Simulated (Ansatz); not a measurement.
A run of Ansatz 0.2.0:

Contents of input.yaml:

```yaml
crystal:
  lattice:
    - [0.0, 2.6045, 2.6045]
    - [2.6045, 0.0, 2.6045]
    - [2.6045, 2.6045, 0.0]
  atoms:
    - { symbol: Mn, position: [0.0, 0.0, 0.0], spin: 4.0 }
    - { symbol: S, position: [0.5, 0.5, 0.5] }
hamiltonian:
  xc: hf
  pseudopotentials: { kind: paw }
magnetization:
  spin_polarized: true
kpoints:
  mp_grid: { grid: [5, 5, 5] }
scf:
  occupations: { method: fermi_dirac, width: 0.05 }
output:
  forces: true
  stress: true
  write_density: true
  write_potential: true
  elf: true
  volumetric_format: npy
relax:
  f_tol: 0.01
  max_steps: 40
  cell: { stress_tol: 0.05 }
```

Potentials or basis: Ansatz PAW.

The run is started by

```bash
$ ansatz run input.yaml --threads 2 --pin off --max-ram 5632MiB --backend cpu --events-out ev --progress --plain --runs-dir out
```

Hardware: 2 threads of Intel(R) Xeon(R) Platinum 8559C (Emerald Rapids), with other jobs on the host.

**Question.** Estimate the wall time of this run.

**Answer.** It took 2.2 min on 2 threads of Intel(R) Xeon(R) Platinum 8559C (Emerald Rapids), with other jobs on the host, peak memory 0.91 GiB. Counts: scf iterations 189, plane waves 821, k points 10, bands 17, ion steps 7.
